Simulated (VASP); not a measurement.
Set up this calculation in VASP 6.6.1, as the native input.

* Task: work function
* Functional: PBE
* Potentials or basis: VASP PAW PBE potentials, release 64 (Cr_pv)
* Cutoff: 520 eV
* k mesh: 9 × 6 × 1
* Occupations: methfessel-paxton, width 0.1 eV
* Spin: no spin polarisation
* Dipole correction: yes
* Further INCAR settings: ALGO = Normal; EDIFF = 1e-06

The structure of Cr lies in POSCAR:

```
Cr
1.0
    3.8928208300      0.0000000000      0.0000000000
    0.0000000000      5.5052800000      0.0000000000
    0.0000000000      0.0000000000     30.8327709000
Cr
16
Direct
    1.0000000000      0.7500000000      0.3986359300
    0.5000000000      0.5000000000      0.3986359300
    1.0000000000      0.2500000000      0.3986359300
    0.5000000000      0.0000000000      0.3986359300
    1.0000000000      0.5000000000      0.4662130700
    0.5000000000      0.2500000000      0.4662130700
    1.0000000000      0.0000000000      0.4662130700
    0.5000000000      0.7500000000      0.4662130700
    1.0000000000      0.2500000000      0.5337902200
    0.5000000000      1.0000000000      0.5337902200
    0.0000000000      0.7500000000      0.5337902200
    0.5000000000      0.5000000000      0.5337902200
    1.0000000000      0.0000000000      0.6013640700
    0.5000000000      0.7500000000      0.6013640700
    0.0000000000      0.5000000000      0.6013640700
    0.5000000000      0.2500000000      0.6013640700
```

The cell was built by a generator and needn't be a form met in nature.

The input as run:

INCAR

```
ALGO     = Normal         # electronic algorithm
DIPOL    = 0.5 0.5 0.500
EDIFF    = 1E-6           # SCF threshold, eV
ENCUT    = 520            # plane-wave cutoff, eV
GGA      = PE             # functional
IDIPOL   = 3            
ISIF     = 2              # what is computed and relaxed
ISMEAR   = 1              # smearing method
KPAR     = 4            
LASPH    = T              # aspherical terms in the spheres
LCHARG   = T              # write CHGCAR
LDIPOL   = T            
LREAL    = F              # projectors in reciprocal space
LVACPOTAV= T            
LVHAR    = T            
LWAVE    = F              # write WAVECAR
NELM     = 100            # most SCF steps
PREC     = Accurate       # precision mode
SIGMA    = 0.1            # smearing width, eV
```

KPOINTS

```
k-points
0
Gamma
  9 6 1
```

Potentials or basis: VASP PAW PBE potentials, release 64 (Cr_pv).

Command:

```bash
$ cat potpaw_PBE.64/Cr_pv/POTCAR > POTCAR
$ mpirun -np 4 vasp_std > vasp.out
```

It gave:

```yaml
Largest_force: 0.447 eV/Å
Band_gap_on_the_k_mesh: none (metal or under the smearing width)
Work_function_of_the_upper_face: 5.09 eV
Work_function_of_the_lower_face: 5.11 eV
```

Caveat: the run has no spin polarisation, though such a crystal can be magnetic.

Run time: 30 min on 4 MPI ranks on AMD EPYC 7R43 64-Core Processor (Zen 3), on a shared host, peak memory 1.4 GiB a rank.
